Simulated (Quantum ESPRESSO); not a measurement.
# MoS2: single point with PBEsol+U

Crystal: MoS2.

```xyz
3
Lattice="1.5800 0.9122 6.1500 -1.5800 0.9122 6.1500 0.0000 -1.8244 6.1500" Properties=species:S:1:pos:R:3 pbc="T T T"
Mo    0.0000    0.0000    0.0000
S     0.0000    0.0000    7.6936
S     0.0000    0.0000    4.6125
```

Measurements of this composition are mostly on another form, of space group No. 194.

```
Program             : Quantum ESPRESSO 7.5
Task                : single point
Functional          : PBEsol
Potentials or basis : GBRV 1.5 PBEsol
Cutoff              : 612 eV
Density cutoff      : 4898 eV
k mesh              : 10 × 10 × 10
Occupations         : fermi-dirac, width 0.05 eV
Spin                : no spin polarisation
Hubbard terms       : Mo d U = 3 eV
Hubbard projectors  : ortho-atomic
Mixing beta         : 0.3
Most SCF iterations : 120
SCF threshold       : 6e-10 Ry
```

* Pressure: 0.1 GPa
* Largest force: 0.244 eV/Å
* Band gap on the k mesh: 0.98 eV, indirect (least direct gap 1.83 eV)

Forces on the atoms (eV/Å):
```
Mo   0.000  0.000  0.085
S    0.000  0.000  0.158
S    0.000  0.000 -0.244
```

Stress tensor (GPa, compression positive):
```
-0.81  0.00  0.00
 0.00 -0.81  0.00
 0.00  0.00  2.00
```

Levels at points of the mesh, in eV from the valence-band top:
| k point | band 9 | band 10 | band 11 | band 12 | band 13 | band 14 | band 15 | band 16 | band 17 | band 18 |
| --- | --- | --- | --- | --- | --- | --- | --- | --- | --- | --- |
| (0.00, 0.00, 0.00) | -3.40 | -2.17 | -2.17 | -1.25 | -1.12 | 2.18 | 2.18 | 2.56 | 2.56 | 5.48 |
| (0.00, 0.00, -0.50) | -5.00 | -3.91 | -2.22 | -1.55 | -1.48 | 1.65 | 2.00 | 3.58 | 3.66 | 5.26 |
| (0.00, -0.50, -0.50) | -4.72 | -3.83 | -2.80 | -1.73 | -1.30 | 1.61 | 2.13 | 3.11 | 4.09 | 5.99 |
| (-0.50, -0.50, -0.50) | -3.41 | -3.41 | -2.14 | -2.14 | 0.00 | 2.27 | 2.27 | 2.43 | 2.43 | 5.57 |

Eigenvalues of the final occupation matrices:
| site | spin | trace | eigenvalues |
| --- | --- | --- | --- |
| Mo 1 4d | each | 2.51 | 0.46 0.46 0.50 0.50 0.57 |

It took 3.1 min on 2 MPI ranks on AMD EPYC 7R43 64-Core Processor (Zen 3), with other jobs on the host, peak memory 0.4 GiB a rank.

A k mesh can miss the band edges.
